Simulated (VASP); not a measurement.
# Cd (Pm-3m) in VASP: notebook

The runs below take Cd through single point, relaxation of cell and atoms, with LDA.

All numbers are computed with VASP 6.6.1; they aren't measurements. Logs are shortened: lines on timing, memory, paths and dates and some standing lists are left out, and cuts for length are marked.

### 1 The crystal as given

The structure is cubic, space group Pm-3m (No. 221). Conventional cell: a = 2.852 Å, b = 2.852 Å, c = 2.852 Å, α = 90.00°, β = 90.00°, γ = 90.00°. Around Cd (site symmetry m-3m) lie 6 Cd at 2.85 Å.

This isn't the form of Cd at room conditions, which is hcp.

### 2 Single point, LDA

File INCAR:

```
SYSTEM = Cd
ALGO = Normal
EDIFF = 1E-6
ENCUT = 520
GGA = CA
ISIF = 2
ISMEAR = -1
LASPH = .TRUE.
LCHARG = .TRUE.
LELF = .TRUE.
LREAL = .FALSE.
LVHAR = .TRUE.
LWAVE = .FALSE.
NBANDS = 12
NELM = 100
PREC = Accurate
SIGMA = 0.1
```

File KPOINTS:

```
k-points
0
G
  18 18 18
  0 0 0
```

File POSCAR:

```
Cd
1.0
    2.8523884956      0.0000000000      0.0000000000
    0.0000000000      2.8523884956      0.0000000000
    0.0000000000      0.0000000000      2.8523884956
Cd
1
Direct
    0.0000000000      0.0000000000      0.0000000000
```

Potentials or basis: VASP PAW LDA potentials, release 64 (Cd).

Started as:

```bash
$ cat potpaw_LDA.64/Cd/POTCAR > POTCAR
$ mpirun -np 1 vasp_std > vasp.out
```

OUTCAR:

```text
SYSTEM = Cd
   EDIFF = 1E-6
   ENCUT = 520
   GGA = CA
   ISIF = 2
   ISMEAR = -1
   LASPH = .TRUE.
   LREAL = .FALSE.
   NELM = 100
   PREC = Accurate

 ion  position               nearest neighbor table
   1  0.000  0.000  0.000-

  LATTYP: Found a simple cubic cell.
 ALAT       =     2.8523884956

  Lattice vectors:

 A1 = (   2.8523884956,   0.0000000000,   0.0000000000)
 A2 = (   0.0000000000,   2.8523884956,   0.0000000000)
 A3 = (   0.0000000000,   0.0000000000,   2.8523884956)

Analysis of symmetry for initial positions (statically):
=====================================================================
 Subroutine PRICEL returns:
 Original cell was already a primitive cell.

 Routine SETGRP: Setting up the symmetry group for a
 simple cubic supercell.

 Subroutine GETGRP returns: Found 48 space group operations
 (whereof 48 operations were pure point group operations)
 out of a pool of 48 trial point group operations.

The static configuration has the point symmetry O_h .

Analysis of symmetry for dynamics (positions and initial velocities):
=====================================================================
 Subroutine PRICEL returns:
 Original cell was already a primitive cell.

 Routine SETGRP: Setting up the symmetry group for a
 simple cubic supercell.

 Subroutine GETGRP returns: Found 48 space group operations
 (whereof 48 operations were pure point group operations)
 out of a pool of 48 trial point group operations.

The dynamic configuration has the point symmetry O_h .

 Subroutine INISYM returns: Found 48 space group operations
 (whereof 48 operations are pure point group operations),
 and found     1 'primitive' translations

----------------------------------------------------------------------------------------

                                     Primitive cell

  volume of cell :      23.2074

  direct lattice vectors                    reciprocal lattice vectors
     2.852388496  0.000000000  0.000000000     0.350583380  0.000000000  0.000000000
     0.000000000  2.852388496  0.000000000     0.000000000  0.350583380  0.000000000
     0.000000000  0.000000000  2.852388496     0.000000000  0.000000000  0.350583380

  length of vectors
     2.852388496  2.852388496  2.852388496     0.350583380  0.350583380  0.350583380

  position of ions in fractional coordinates (direct lattice)
     0.000000000  0.000000000  0.000000000

  ion indices of the primitive-cell ions
   primitive index   ion index
                 1           1

----------------------------------------------------------------------------------------

 KPOINTS: k-points

Automatic generation of k-mesh.
 Grid dimensions read from file:
 generate k-points for:   18   18   18

 Generating k-lattice:

  Cartesian coordinates                     Fractional coordinates (reciprocal lattice)
     0.019476854  0.000000000  0.000000000     0.055555556  0.000000000  0.000000000
     0.000000000  0.019476854  0.000000000     0.000000000  0.055555556  0.000000000
     0.000000000  0.000000000  0.019476854     0.000000000  0.000000000  0.055555556

  Length of vectors
     0.019476854  0.019476854  0.019476854

  Shift w.r.t. Gamma in fractional coordinates (k-lattice)
     0.000000000  0.000000000  0.000000000

 Subroutine IBZKPT returns following result:
 ===========================================

 Found    220 irreducible k-points:

 Following reciprocal coordinates:
            Coordinates               Weight
  0.000000  0.000000  0.000000      1.000000
  0.055556  0.000000  0.000000      6.000000
  0.111111  0.000000  0.000000      6.000000
  0.166667  0.000000  0.000000      6.000000
  0.222222  0.000000  0.000000      6.000000
  0.277778  0.000000  0.000000      6.000000
[... 16 lines left out ...]
  0.277778  0.111111  0.000000     24.000000
  0.333333  0.111111  0.000000     24.000000
 [... further k-points ...]
   k-points           NKPTS =    220   k-points in BZ     NKDIM =    220   number of bands    NBANDS=     12
   number of dos      NEDOS =    301   number of ions     NIONS =      1
   total plane-waves  NPLWV =  13824
   dimension x,y,z NGX =    24 NGY =   24 NGZ =   24
   dimension x,y,z NGXF=    48 NGYF=   48 NGZF=   48
   ions per type =               1
   NGX,Y,Z   is equivalent  to a cutoff of  13.99, 13.99, 13.99 a.u.
   NGXF,Y,Z  is equivalent  to a cutoff of  27.98, 27.98, 27.98 a.u.
 SYSTEM =  Cd
   PREC   = accura    normal or accurate (medium, high low for compatibility)
   ISTART =      0    job   : 0-new  1-cont  2-samecut
   ICHARG =      2    charge: 1-file 2-atom 10-const
   ISPIN  =      1    spin polarized calculation?
   LNONCOLLINEAR =      F non collinear calculations
   LSORBIT =      F    spin-orbit coupling
   LASPH  =      T    aspherical Exc in radial PAW
   ENCUT  =  520.0 eV  38.22 Ry    6.18 a.u.   5.30  5.30  5.30*2*pi/ulx,y,z
   NELM   =    100;   NELMIN=  2; NELMDL= -5     # of ELM steps
   EDIFF  = 0.1E-05   stopping-criterion for ELM
   LREAL  =      F    real-space projection
   EDIFFG = 0.1E-04   stopping-criterion for IOM
   NSW    =      0    number of steps for IOM
   IBRION =     -1    ionic relax: 0-MD 1-quasi-New 2-CG
   NFREE  =      0    steps in history (QN), initial steepest desc. (CG)
   ISIF   =      2    stress and relaxation
   ISYM   =      2    0-nonsym 1-usesym 2-fastsym
   POTIM  = 0.5000    time-step for ionic-motion
   TEBEG  =    0.0;   TEEND  =   0.0 temperature during run
   PSTRESS=    0.0 pullay stress
   NELECT =      12.0000    total number of electrons
   NUPDOWN=      -1.0000    fix difference up-down
   EMIN   =  10.00;   EMAX   =-10.00  energy-range for DOS
   EFERMI =   0.00;   METHOD = LEGACY
   ISMEAR =    -1;   SIGMA  =   0.10  broadening in eV -4-tet -1-fermi 0-gaus
   EFERMI_NEDOS =   21; number of points for ismear=-14 and -15
   IALGO  =     38    algorithm
   IMIX   =      4    mixing-type and parameters
     AMIX     =   0.40;   BMIX     =  1.00
     AMIX_MAG =   1.60;   BMIX_MAG =  1.00
  volume/ion in A,a.u.               =      23.21       156.61
  Fermi-wavevector in a.u.,A,eV,Ry     =   1.313994  2.483088 23.491534  1.726579
  Thomas-Fermi vector in A             =   2.444278
   LORBIT       =      0    0 simple, 1 ext, 2 COOP (PROOUT), +10 PAW based schemes
   GGA     = CA    functional components
   LHFCALC =     F    Hartree Fock is set to
   AEXX    =    0.0000 exact exchange contribution
   IVDW    =     0    specifies the selected vdW correction
   LEPSILON=     F    determine dielectric tensor
   LRPA    =     F    only Hartree local field effects (RPA)
 non-spin polarized calculation
  energy-cutoff  :      520.00
  volume of cell :       23.21
 maximum number of plane-waves:       645
 NGX is ok and might be reduce to    24
   NGX = 11   NGY = 11   NGZ = 11

 number of electron      12.0000002 magnetization

 Free energy of the ion-electron system (eV)
  ---------------------------------------------------
  ext. energy  EPLUGINS =         0.00000000
  ---------------------------------------------------
  free energy    TOTEN  =        -1.33733935 eV

  energy without entropy =       -1.32581390  energy(sigma->0) =       -1.33157662

 E-fermi :   2.0454     XC(G=0): -10.9108

 val. band max:        2.0095391977   @ k =   0.4444   0.3889   0.2222
 cond. band min:       2.1344672717   @ k =   0.4444   0.4444   0.1111
 fundamental gap:      0.1249280740
 Fermi energy:         2.0454280558

 k-point     1 :       0.0000    0.0000    0.0000
  band No.  band energies     occupation
      1      -7.8669      2.00000
      2      -7.8669      2.00000
      3      -6.3005      2.00000
      4      -6.0729      2.00000
      5      -6.0729      2.00000
      6      -6.0729      2.00000
      7      12.6428      0.00000
      8      12.6428      0.00000
      9      12.6428      0.00000
     10      16.6107      0.00000
     11      16.6107      0.00000
     12      17.6478      0.00000

 k-point     2 :       0.0556    0.0000    0.0000
  band No.  band energies     occupation
      1      -7.8623      2.00000
      2      -7.8361      2.00000
      3      -6.2372      2.00000
      4      -6.0901      2.00000
      5      -6.0901      2.00000
      6      -6.0715      2.00000
      7      11.8390      0.00000
      8      12.7255      0.00000
      9      12.7255      0.00000
     10      16.6243      0.00000
     11      17.0271      0.00000
     12      18.1397      0.00000

 k-point     3 :       0.1111    0.0000    0.0000
  band No.  band energies     occupation
      1      -7.8489      2.00000
      2      -7.7515      2.00000
      3      -6.1392      2.00000
      4      -6.1392      2.00000
      5      -6.0673      2.00000
      6      -6.0418      2.00000
      7      10.2702      0.00000
      8      12.9702      0.00000
      9      12.9702      0.00000
     10      16.6648      0.00000
     11      17.2665      0.00000
     12      19.7790      0.00000
[... 286 lines left out ...]
 k-point    23 :       0.2778    0.1111    0.0000
  band No.  band energies     occupation
      1      -7.6947      2.00000
      2      -7.2720      2.00000
      3      -6.5278      2.00000
      4      -6.3883      2.00000
      5      -6.1077      2.00000
      6      -4.2943      2.00000
      7       5.4684      0.00000
      8      11.9310      0.00000
      9      14.8815      0.00000
     10      17.3923      0.00000
     11      19.1937      0.00000
     12      21.9482      0.00000

 k-point    24 :       0.3333    0.1111    0.0000
  band No.  band energies     occupation
      1      -7.6677      2.00000
      2      -7.1522      2.00000
      3      -6.6184      2.00000
      4      -6.4737      2.00000
      5      -6.0992      2.00000
      6      -3.5010      2.00000
      7       3.8956      0.00000
      8      12.5946      0.00000
      9      15.6180      0.00000
     10      17.5293      0.00000
     11      18.3259      0.00000
     12      22.0583      0.00000

 [... further k-points ...]

------------------------ aborting loop because EDIFF is reached ----------------------------------------

  FORCE on cell =-STRESS in cart. coord.  units (eV):
  Direction    XX          YY          ZZ          XY          YZ          ZX
  --------------------------------------------------------------------------------------
  -------------------------------------------------------------------------------------
  Total        0.0976462      0.0976462      0.0976462      0.0000000      0.0000000      0.0000000
  in kB        6.7412397      6.7412397      6.7412397      0.0000000      0.0000000      0.0000000
  external PRESSURE =       6.7412397 kB  Pullay stress =       0.0000000 kB

 VOLUME and BASIS-vectors are now :
 -----------------------------------------------------------------------------
  energy-cutoff  :      520.00
  volume of cell :       23.21
      direct lattice vectors                 reciprocal lattice vectors
     2.852388496  0.000000000  0.000000000     0.350583380  0.000000000  0.000000000
     0.000000000  2.852388496  0.000000000     0.000000000  0.350583380  0.000000000
     0.000000000  0.000000000  2.852388496     0.000000000  0.000000000  0.350583380

 POSITION                                       TOTAL-FORCE (eV/Angst)
 -----------------------------------------------------------------------------------
      0.00000      0.00000      0.00000         0.000000      0.000000      0.000000
 -----------------------------------------------------------------------------------
    total drift:                                0.000000      0.000000     -0.000000

  FREE ENERGIE OF THE ION-ELECTRON SYSTEM (eV)
  ---------------------------------------------------
  free  energy   TOTEN  =        -1.3373393519 eV

  energy  without entropy=       -1.3258138954  energy(sigma->0) =       -1.33157662
```

Run time: 21 s. Hardware: 1 thread of AMD EPYC 9R45 (Zen 5), shared host; peak memory 0.14 GiB.

Results:

- Free energy: -1.3373 eV
- Pressure: 0.7 GPa
- Band gap on the k mesh: none (metal or under the smearing width)

Levels at points of the mesh, in eV from the Fermi level:
```
           k point  band 4  band 5  band 6  band 7  band 8  band 9
(0.00, 0.00, 0.00)   -8.12   -8.12   -8.12   10.60   10.60   10.60
(0.50, 0.00, 0.00)   -8.66   -8.07   -2.62   -2.55   14.94   14.94
(0.50, 0.50, 0.00)   -8.57   -7.65    1.11    1.11    2.47    6.15
(0.50, 0.50, 0.50)   -7.61   -7.61    4.86    4.86    4.86    8.69
```

### 3 Single point, LDA

File INCAR:

```
PREC = Accurate ; ENCUT = 520
EDIFF = 1E-7 ; ISMEAR = -1
SIGMA = 0.1 ; LREAL = F
LASPH = T ; NELM = 80
ALGO = Normal ; ISIF = 2
LWAVE = F ; LCHARG = F
GGA = CA ; NBANDS = 12
```

File KPOINTS:

```
regular mesh
0
Gamma
  11 11 11
```

POSCAR is that of step 2.

Potentials or basis: VASP PAW LDA potentials, release 64 (Cd).

Started as:

```bash
$ cat potpaw_LDA.64/Cd/POTCAR > POTCAR
$ mpirun -np 1 vasp_std > vasp.out
```

OUTCAR:

```text
PREC = Accurate
   ENCUT = 520
   EDIFF = 1E-7
   ISMEAR = -1
   LREAL = F
   LASPH = T
   NELM = 80
   ISIF = 2
   GGA = CA

 ion  position               nearest neighbor table
   1  0.000  0.000  0.000-

  LATTYP: Found a simple cubic cell.
 ALAT       =     2.8523884956

  Lattice vectors:

 A1 = (   2.8523884956,   0.0000000000,   0.0000000000)
 A2 = (   0.0000000000,   2.8523884956,   0.0000000000)
 A3 = (   0.0000000000,   0.0000000000,   2.8523884956)

Analysis of symmetry for initial positions (statically):
=====================================================================
 Subroutine PRICEL returns:
 Original cell was already a primitive cell.

 Routine SETGRP: Setting up the symmetry group for a
 simple cubic supercell.

 Subroutine GETGRP returns: Found 48 space group operations
 (whereof 48 operations were pure point group operations)
 out of a pool of 48 trial point group operations.

The static configuration has the point symmetry O_h .

Analysis of symmetry for dynamics (positions and initial velocities):
=====================================================================
 Subroutine PRICEL returns:
 Original cell was already a primitive cell.

 Routine SETGRP: Setting up the symmetry group for a
 simple cubic supercell.

 Subroutine GETGRP returns: Found 48 space group operations
 (whereof 48 operations were pure point group operations)
 out of a pool of 48 trial point group operations.

The dynamic configuration has the point symmetry O_h .

 Subroutine INISYM returns: Found 48 space group operations
 (whereof 48 operations are pure point group operations),
 and found     1 'primitive' translations

----------------------------------------------------------------------------------------

                                     Primitive cell

  volume of cell :      23.2074

  direct lattice vectors                    reciprocal lattice vectors
     2.852388496  0.000000000  0.000000000     0.350583380  0.000000000  0.000000000
     0.000000000  2.852388496  0.000000000     0.000000000  0.350583380  0.000000000
[... 114 lines left out ...]
 non-spin polarized calculation
  energy-cutoff  :      520.00
  volume of cell :       23.21
 maximum number of plane-waves:       639
 NGX is ok and might be reduce to    24
   NGX = 11   NGY = 11   NGZ = 11

 number of electron      12.0000002 magnetization

 Free energy of the ion-electron system (eV)
  ---------------------------------------------------
  ext. energy  EPLUGINS =         0.00000000
  ---------------------------------------------------
  free energy    TOTEN  =        -1.34124019 eV

  energy without entropy =       -1.32812396  energy(sigma->0) =       -1.33468207

 E-fermi :   2.0656     XC(G=0): -10.9121

 val. band max:        1.9652037466   @ k =   0.3636   0.3636   0.3636
 cond. band min:       2.1358740198   @ k =   0.4545   0.2727   0.0909
 fundamental gap:      0.1706702732
 Fermi energy:         2.0655778007

 k-point     1 :       0.0000    0.0000    0.0000
  band No.  band energies     occupation
      1      -7.8692      2.00000
      2      -7.8692      2.00000
      3      -6.3020      2.00000
      4      -6.0750      2.00000
      5      -6.0750      2.00000
      6      -6.0750      2.00000
      7      12.6416      0.00000
      8      12.6416      0.00000
      9      12.6416      0.00000
     10      16.6097      0.00000
     11      16.6097      0.00000
     12      17.6460      0.00000
[... 331 lines left out ...]
 k-point    24 :       0.2727    0.0909    0.0909
  band No.  band energies     occupation
      1      -7.6504      2.00000
      2      -7.2708      2.00000
      3      -6.5037      2.00000
      4      -6.4413      2.00000
      5      -6.1370      2.00000
      6      -4.2709      2.00000
      7       5.7023      0.00000
      8      12.5792      0.00000
      9      12.7718      0.00000
     10      18.7486      0.00000
     11      19.5789      0.00000
     12      21.8678      0.00000

 [... further k-points ...]

------------------------ aborting loop because EDIFF is reached ----------------------------------------

  FORCE on cell =-STRESS in cart. coord.  units (eV):
  Direction    XX          YY          ZZ          XY          YZ          ZX
  --------------------------------------------------------------------------------------
  -------------------------------------------------------------------------------------
  Total        0.0840460      0.0840460      0.0840460      0.0000000     -0.0000000      0.0000000
  in kB        5.8023170      5.8023170      5.8023170      0.0000000     -0.0000000      0.0000000
  external PRESSURE =       5.8023170 kB  Pullay stress =       0.0000000 kB

 VOLUME and BASIS-vectors are now :
 -----------------------------------------------------------------------------
  energy-cutoff  :      520.00
  volume of cell :       23.21
      direct lattice vectors                 reciprocal lattice vectors
     2.852388496  0.000000000  0.000000000     0.350583380  0.000000000  0.000000000
     0.000000000  2.852388496  0.000000000     0.000000000  0.350583380  0.000000000
     0.000000000  0.000000000  2.852388496     0.000000000  0.000000000  0.350583380

 POSITION                                       TOTAL-FORCE (eV/Angst)
 -----------------------------------------------------------------------------------
      0.00000      0.00000      0.00000         0.000000      0.000000      0.000000
 -----------------------------------------------------------------------------------
    total drift:                                0.000000      0.000000     -0.000000

  FREE ENERGIE OF THE ION-ELECTRON SYSTEM (eV)
  ---------------------------------------------------
  free  energy   TOTEN  =        -1.3412401887 eV

  energy  without entropy=       -1.3281239582  energy(sigma->0) =       -1.33468207
```

OSZICAR:

```text
N       E                     dE             d eps       ncg     rms          rms(c)
DAV:   1     0.703633803768E+02    0.70363E+02   -0.69021E+03  1440   0.983E+02
DAV:   2    -0.102103437066E+00   -0.70465E+02   -0.67412E+02  1444   0.238E+02
DAV:   3    -0.141126276633E+01   -0.13092E+01   -0.13085E+01  1640   0.363E+01
DAV:   4    -0.141307885558E+01   -0.18161E-02   -0.18160E-02  1476   0.134E+00
DAV:   5    -0.141308392582E+01   -0.50702E-05   -0.50702E-05  1580   0.692E-02    0.299E+00
DAV:   6    -0.134967836475E+01    0.63406E-01   -0.15464E-01  1604   0.488E+00    0.236E+00
DAV:   7    -0.134267299831E+01    0.70054E-02   -0.10943E-02  1600   0.953E-01    0.119E+00
DAV:   8    -0.134123542907E+01    0.14376E-02   -0.14592E-03  1532   0.495E-01    0.417E-02
DAV:   9    -0.134123928841E+01   -0.38593E-05   -0.64176E-06  1476   0.192E-02    0.135E-02
DAV:  10    -0.134124019526E+01   -0.90684E-06   -0.17491E-06  1496   0.170E-02    0.104E-03
DAV:  11    -0.134124018874E+01    0.65211E-08   -0.11619E-08   824   0.107E-03
   1 F= -.13412402E+01 E0= -.13346821E+01  d E =-.131162E-01
```

It took 6.6 s on 1 thread of AMD EPYC 9R45 (Zen 5), shared host; peak memory 0.1 GiB.

Results:

```yaml
Free_energy: -1.3412 eV
Pressure: 0.6 GPa
Band_gap_on_the_k_mesh: none (metal or under the smearing width)
```

Levels at points of the mesh, in eV from the Fermi level:
| k point | band 3 | band 4 | band 5 | band 6 | band 7 | band 8 | band 9 | band 10 |
| --- | --- | --- | --- | --- | --- | --- | --- | --- |
| (0.00, 0.00, 0.00) | -8.37 | -8.14 | -8.14 | -8.14 | 10.58 | 10.58 | 10.58 | 14.54 |

[end of part 1 of 2]
